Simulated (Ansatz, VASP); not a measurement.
# BN in VASP and in Ansatz

```xyz
2
Lattice="0.0000 1.8227 1.8227 1.8227 0.0000 1.8227 1.8227 1.8227 0.0000" Properties=species:S:1:pos:R:3 pbc="T T T"
B     0.0000    0.0000    0.0000
N     2.7340    2.7340    2.7340
```

Alike in both runs: task single point; functional r2SCAN; k mesh 12 × 12 × 12; occupations gaussian, width 0.02 eV; no spin polarisation.

|  | VASP | Ansatz |
| --- | --- | --- |
| version | VASP 6.6.1 | Ansatz 0.2.0 |
| potentials or method | VASP PAW PBE potentials, release 64 (B, N) | scalar-relativistic, plane waves, PAW |
| plane-wave cutoff (eV) | 520 | 500 |
| valence electrons in the cell | 8 | 8 |

```tsv
	VASP	Ansatz	Ansatz less VASP
gap on the k mesh at the Fermi level (eV)	4.94	4.96	+0.019
least direct gap on the mesh (eV)	9.40	9.44	+0.036
pressure (GPa)	-9.9	-10.9	-1.01
```

The functional is the same, so the differences come from potentials, cutoffs and numerics.

Caveats: the PAW data sets were made with another functional, which shifts forces and pressure a little (VASP). A k mesh can miss the band edges. r2SCAN opens gaps a little over a GGA but as a rule still falls short of measured ones.
